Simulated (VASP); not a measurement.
# SiSe2 (Ibam) in VASP: notebook

One crystal, SiSe2, is run at these levels: optB86b-vdW; tasks: relaxation of cell and atoms.

Program: VASP 6.6.1. These are calculated values, not measurements. Logs are shortened: lines on timing, memory, paths and dates and some standing lists are left out, and cuts for length are marked.

## Step 1: Starting point

Symmetry: Ibam, No. 72, orthorhombic system. Conventional cell: a = 5.998 Å, b = 9.669 Å, c = 5.851 Å, α = 90.00°, β = 90.00°, γ = 90.00°. Si (site symmetry 222) is surrounded by 4 Se at 2.27 Å. Around Se (site symmetry m) lie 2 Si at 2.27 Å.

## Step 2: Relaxation of cell and atoms, optB86b-vdW

Input file INCAR:

```
SYSTEM = SiSe2
PREC = Accurate ; ENCUT = 600
EDIFF = 1E-6 ; ISMEAR = 0
SIGMA = 0.03 ; LREAL = .FALSE.
LASPH = .TRUE. ; NELM = 80
ALGO = Normal ; ISIF = 3
LWAVE = .FALSE. ; LCHARG = .FALSE.
GGA = MK ; LUSE_VDW = .TRUE.
AGGAC = 0.0 ; PARAM1 = 0.1234
PARAM2 = 1.0 ; IBRION = 2
NSW = 90 ; EDIFFG = -0.01
KPAR = 2
```

Input file KPOINTS:

```
Automatic mesh
0
G
  8 8 8
  0 0 0
```

Input file POSCAR:

```
SiSe2
1.0
   -2.9990000000      4.8345000000      2.9255000000
    2.9990000000     -4.8345000000      2.9255000000
    2.9990000000      4.8345000000     -2.9255000000
Si Se
2 4
Direct
    0.7500000000      0.7500000000      0.0000000000
    0.2500000000      0.2500000000      0.0000000000
    0.1234200000      0.2116300000      0.3350500000
    0.8765800000      0.7883700000      0.6649500000
    0.6234200000      0.2883700000      0.9117900000
    0.3765800000      0.7116300000      0.0882100000
```

Potentials or basis: VASP PAW PBE potentials, release 64 (Si, Se).

Started as:

```sh
cat potpaw_PBE.64/Si/POTCAR potpaw_PBE.64/Se/POTCAR > POTCAR
mpirun -np 2 vasp_std > vasp.out
```

OUTCAR:

```text
SYSTEM = SiSe2
   PREC = Accurate
   ENCUT = 600
   EDIFF = 1E-6
   ISMEAR = 0
   LREAL = .FALSE.
   LASPH = .TRUE.
   NELM = 80
   ISIF = 3
   GGA = MK
   IBRION = 2
   NSW = 90
   EDIFFG = -0.01

 ion  position               nearest neighbor table
   1  0.750  0.750  0.000-   3 2.27   4 2.27   5 2.27   6 2.27   2 2.93   2 2.93
   2  0.250  0.250  0.000-   3 2.27   4 2.27   5 2.27   6 2.27   1 2.93   1 2.93
   3  0.123  0.212  0.335-   1 2.27   2 2.27
   4  0.877  0.788  0.665-   1 2.27   2 2.27
   5  0.623  0.288  0.912-   1 2.27   2 2.27
   6  0.377  0.712  0.088-   1 2.27   2 2.27

  LATTYP: Found a body centered orthorhombic cell.
 ALAT       =     5.8510000000
 B/A-ratio  =     1.0251239104
 C/A-ratio  =     1.6525380277

  Lattice vectors:

 A1 = (   2.9990000000,   4.8345000000,  -2.9255000000)
 A2 = (  -2.9990000000,   4.8345000000,   2.9255000000)
 A3 = (   2.9990000000,  -4.8345000000,   2.9255000000)

Analysis of symmetry for initial positions (statically):
=====================================================================
 Subroutine PRICEL returns:
 Original cell was already a primitive cell.

 Routine SETGRP: Setting up the symmetry group for a
 body centered orthorhombic supercell.

 Subroutine GETGRP returns: Found  8 space group operations
 (whereof  4 operations were pure point group operations)
 out of a pool of  8 trial point group operations.

The static configuration has the point symmetry C_2h.
 The point group associated with its full space group is D_2h.

Analysis of symmetry for dynamics (positions and initial velocities):
=====================================================================
 Subroutine PRICEL returns:
 Original cell was already a primitive cell.

 Routine SETGRP: Setting up the symmetry group for a
 body centered orthorhombic supercell.

 Subroutine GETGRP returns: Found  8 space group operations
 (whereof  4 operations were pure point group operations)
 out of a pool of  8 trial point group operations.

The dynamic configuration has the point symmetry C_2h.
 The point group associated with its full space group is D_2h.

 Subroutine INISYM returns: Found  8 space group operations
 (whereof  4 operations are pure point group operations),
 and found     1 'primitive' translations

----------------------------------------------------------------------------------------

                                     Primitive cell

  volume of cell :     169.6634

  direct lattice vectors                    reciprocal lattice vectors
    -2.999000000  4.834500000  2.925500000     0.000000000  0.103423312  0.170910955
     2.999000000 -4.834500000  2.925500000     0.166722241  0.000000000  0.170910955
     2.999000000  4.834500000 -2.925500000     0.166722241  0.103423312  0.000000000

  length of vectors
     6.397260468  6.397260468  6.397260468     0.199767205  0.238761094  0.196195532

  position of ions in fractional coordinates (direct lattice)
     0.750000000  0.750000000  0.000000000
     0.250000000  0.250000000  0.000000000
     0.123420000  0.211630000  0.335050000
     0.876580000  0.788370000  0.664950000
     0.623420000  0.288370000  0.911790000
     0.376580000  0.711630000  0.088210000

  ion indices of the primitive-cell ions
   primitive index   ion index
                 1           1
                 2           2
                 3           3
                 4           4
                 5           5
                 6           6

----------------------------------------------------------------------------------------

 KPOINTS: Automatic mesh

Automatic generation of k-mesh.
 Grid dimensions read from file:
 generate k-points for:    8    8    8

 Generating k-lattice:

  Cartesian coordinates                     Fractional coordinates (reciprocal lattice)
     0.000000000  0.012927914  0.021363869     0.125000000 -0.000000000  0.000000000
     0.020840280  0.000000000  0.021363869    -0.000000000  0.125000000  0.000000000
     0.020840280  0.012927914  0.000000000     0.000000000  0.000000000  0.125000000

  Length of vectors
     0.024970901  0.029845137  0.024524442

  Shift w.r.t. Gamma in fractional coordinates (k-lattice)
     0.000000000  0.000000000  0.000000000

 Subroutine IBZKPT returns following result:
 ===========================================

 Found     95 irreducible k-points:

 Following reciprocal coordinates:
            Coordinates               Weight
  0.000000  0.000000  0.000000      1.000000
  0.125000 -0.000000  0.000000      4.000000
  0.250000 -0.000000  0.000000      4.000000
  0.375000 -0.000000  0.000000      4.000000
  0.500000 -0.000000  0.000000      2.000000
 -0.000000  0.125000  0.000000      4.000000
[... 16 lines left out ...]
  0.125000  0.375000  0.000000      8.000000
  0.250000  0.375000  0.000000      8.000000
 [... further k-points ...]
   k-points           NKPTS =     95   k-points in BZ     NKDIM =     95   number of bands    NBANDS=     20
   number of dos      NEDOS =    301   number of ions     NIONS =      6
   total plane-waves  NPLWV = 157464
   dimension x,y,z NGX =    54 NGY =   54 NGZ =   54
   dimension x,y,z NGXF=   108 NGYF=  108 NGZF=  108
   ions per type =               2   4
   NGX,Y,Z   is equivalent  to a cutoff of  14.03, 14.03, 14.03 a.u.
   NGXF,Y,Z  is equivalent  to a cutoff of  28.07, 28.07, 28.07 a.u.
 SYSTEM =  SiSe2
   PREC   = accura    normal or accurate (medium, high low for compatibility)
   ISTART =      0    job   : 0-new  1-cont  2-samecut
   ICHARG =      2    charge: 1-file 2-atom 10-const
   ISPIN  =      1    spin polarized calculation?
   LNONCOLLINEAR =      F non collinear calculations
   LSORBIT =      F    spin-orbit coupling
   LASPH  =      T    aspherical Exc in radial PAW
   ENCUT  =  600.0 eV  44.10 Ry    6.64 a.u.  12.78 12.78 12.78*2*pi/ulx,y,z
   NELM   =     80;   NELMIN=  2; NELMDL= -5     # of ELM steps
   EDIFF  = 0.1E-05   stopping-criterion for ELM
   LREAL  =      F    real-space projection
   EDIFFG = -.1E-01   stopping-criterion for IOM
   NSW    =     90    number of steps for IOM
   IBRION =      2    ionic relax: 0-MD 1-quasi-New 2-CG
   NFREE  =      1    steps in history (QN), initial steepest desc. (CG)
   ISIF   =      3    stress and relaxation
   ISYM   =      2    0-nonsym 1-usesym 2-fastsym
   POTIM  = 0.5000    time-step for ionic-motion
   TEBEG  =    0.0;   TEEND  =   0.0 temperature during run
   PSTRESS=    0.0 pullay stress
   NELECT =      32.0000    total number of electrons
   NUPDOWN=      -1.0000    fix difference up-down
   EMIN   =  10.00;   EMAX   =-10.00  energy-range for DOS
   EFERMI =   0.00;   METHOD = LEGACY
   ISMEAR =     0;   SIGMA  =   0.03  broadening in eV -4-tet -1-fermi 0-gaus
   EFERMI_NEDOS =   21; number of points for ismear=-14 and -15
   IALGO  =     38    algorithm
   IMIX   =      4    mixing-type and parameters
     AMIX     =   0.40;   BMIX     =  1.00
     AMIX_MAG =   1.60;   BMIX_MAG =  1.00
  volume/ion in A,a.u.               =      28.28       190.82
  Fermi-wavevector in a.u.,A,eV,Ry     =   0.938848  1.774166 11.992668  0.881436
  Thomas-Fermi vector in A             =   2.066101
   LORBIT       =      0    0 simple, 1 ext, 2 COOP (PROOUT), +10 PAW based schemes
   GGA     = MK    functional components
   LHFCALC =     F    Hartree Fock is set to
   AEXX    =    0.0000 exact exchange contribution
   IVDW_NL    =     1    kernel type
   BPARAM     = 6.3000
   IVDW    =     0    specifies the selected vdW correction
   LEPSILON=     F    determine dielectric tensor
   LRPA    =     F    only Hartree local field effects (RPA)
 conjugate gradient relaxation of ions
 non-spin polarized calculation
 Gauss-broadening in eV      SIGMA  =   0.03
  energy-cutoff  :      600.00
  volume of cell :      169.66
 maximum number of plane-waves:      5686
 NGX is ok and might be reduce to    54
   NGX = 25   NGY = 25   NGZ = 25

--------------------------------------- Ionic step        1  -------------------------------------------

 number of electron      32.0000000 magnetization

 Free energy of the ion-electron system (eV)
  ---------------------------------------------------
  ext. energy  EPLUGINS =         0.00000000
  ---------------------------------------------------
  free energy    TOTEN  =       -18.65456495 eV

  energy without entropy =      -18.65456495  energy(sigma->0) =      -18.65456495

------------------------ aborting loop because EDIFF is reached ----------------------------------------

  FORCE on cell =-STRESS in cart. coord.  units (eV):
  Direction    XX          YY          ZZ          XY          YZ          ZX
  --------------------------------------------------------------------------------------
  -------------------------------------------------------------------------------------
  Total        2.0775581      1.7249154      2.5463971     -0.0000000      0.0000000      0.0000000
  in kB       19.6189443     16.2888434     24.0463180     -0.0000000      0.0000000      0.0000000
  external PRESSURE =      19.9847019 kB  Pullay stress =       0.0000000 kB
[... 109 lines left out ...]
  energy  without entropy=      -18.6985315319  energy(sigma->0) =      -18.69853153

Total vdW correction in eV:      5.9015436

[... ionic steps 4 to 14 ...]

--------------------------------------- Ionic step       15  -------------------------------------------

 number of electron      32.0000000 magnetization

------------------------ aborting loop because EDIFF is reached ----------------------------------------
[... 79 lines left out ...]
--------------------------------------- Ionic step       17  -------------------------------------------

 number of electron      32.0000000 magnetization

 Free energy of the ion-electron system (eV)
  ---------------------------------------------------
  ext. energy  EPLUGINS =         0.00000000
  ---------------------------------------------------
  free energy    TOTEN  =       -18.71028217 eV

  energy without entropy =      -18.71028217  energy(sigma->0) =      -18.71028217

 E-fermi :   2.0906     XC(G=0):  -8.4425

 val. band max:        1.9433093612   @ k =  -0.3750   0.3750   0.2500
 cond. band min:       3.4248935656   @ k =   0.5000   0.5000   0.5000
 fundamental gap:      1.4815842044
 Fermi energy:         2.0905516266

 k-point     1 :       0.0000    0.0000    0.0000
  band No.  band energies     occupation
      1     -12.4023      2.00000
      2     -10.6429      2.00000
      3     -10.3562      2.00000
      4     -10.0892      2.00000
      5      -5.5368      2.00000
      6      -4.5092      2.00000
[... 541 lines left out ...]
     19       5.7447      0.00000
     20       5.8887      0.00000

 [... further k-points ...]
[... 5 lines left out ...]
  --------------------------------------------------------------------------------------
  -------------------------------------------------------------------------------------
  Total        0.0493621      0.0054006     -0.0371327     -0.0000000      0.0000000      0.0000000
  in kB        0.4755875      0.0520326     -0.3577609     -0.0000000      0.0000000      0.0000000
  external PRESSURE =       0.0566197 kB  Pullay stress =       0.0000000 kB
[... 25 lines left out ...]
  energy  without entropy=      -18.7102821719  energy(sigma->0) =      -18.71028217

Total vdW correction in eV:      5.7523843

 reached required accuracy - stopping structural energy minimisation
```

It took 45 min on 2 MPI ranks of Intel Xeon 6975P-C (Granite Rapids), shared host; peak memory 1.3 GiB.

What came out:

| Property | Result |
| --- | --- |
| Free energy | -18.7103 eV |
| Relaxed volume | 27.72 Å³/atom |
| Relaxed cell | a = 6.325 Å, b = 6.325 Å, c = 6.325 Å, α = 123.85°, β = 82.94°, γ = 124.46° |
| Space group after relaxing (to 0.05 Å) | Ibam (No. 72) |
| Energy gained by relaxing | 9.3 meV/atom |
| Ionic steps | 17 |
| Pressure after relaxing | 0.0 GPa |
| Largest force after relaxing | 0.008 eV/Å |
| Band gap on the k mesh | 1.48 eV, indirect (least direct gap 1.71 eV) |

Forces on the atoms (eV/Å):
```
Si   0.000  0.000  0.000
Si   0.000  0.000  0.000
Se   0.006 -0.005  0.000
Se  -0.006  0.005  0.000
Se  -0.006 -0.005  0.000
Se   0.006  0.005  0.000
```

Step by step:
| step | energy change (eV) | largest force (eV/Å) | pressure (GPa) | volume (Å³) |
| --- | --- | --- | --- | --- |
| 1 | 0.0000 | 0.6431 | 2.00 | 169.66 |
| 2 | 0.0077 | 0.4869 | -2.28 | 178.47 |
| 3 | -0.0440 | 0.0718 | -0.19 | 173.77 |
| 4 | -0.0440 | 0.0825 | -0.15 | 173.69 |
| 5 | -0.0457 | 0.0743 | -0.14 | 173.07 |
| 6 | -0.0498 | 0.0497 | -0.07 | 171.23 |
| 7 | -0.0529 | 0.0088 | 0.09 | 167.57 |
| 8 | -0.0545 | 0.0267 | -0.02 | 167.13 |
| 9 | -0.0551 | 0.0526 | -0.13 | 166.67 |
| 10 | -0.0556 | 0.0162 | 0.08 | 166.06 |
| 11 | -0.0556 | 0.0119 | 0.05 | 166.15 |
| 12 | -0.0556 | 0.0119 | 0.06 | 166.16 |
| 13 | -0.0555 | 0.0283 | -0.04 | 166.42 |
| 14 | -0.0556 | 0.0118 | 0.04 | 166.18 |
| 15 | -0.0557 | 0.0118 | 0.01 | 166.25 |
| 16 | -0.0557 | 0.0125 | -0.02 | 166.32 |
| 17 | -0.0557 | 0.0078 | 0.01 | 166.29 |

Final structure:
```
CELL_PARAMETERS angstrom
-2.97662 4.73952 2.94684
2.97662 -4.73952 2.94684
2.97662 4.73952 -2.94684
ATOMIC_POSITIONS crystal
Si 0.75000 0.75000 0.00000
Si 0.25000 0.25000 0.00000
Se 0.12651 0.21984 0.34635
Se 0.87349 0.78015 0.65365
Se 0.62651 0.28015 0.90666
Se 0.37349 0.71984 0.09334
```

Caveat: the PAW data sets were made with another functional, which shifts forces and pressure a little. A k mesh can miss the band edges.

(Continued in part 2 of 2.)
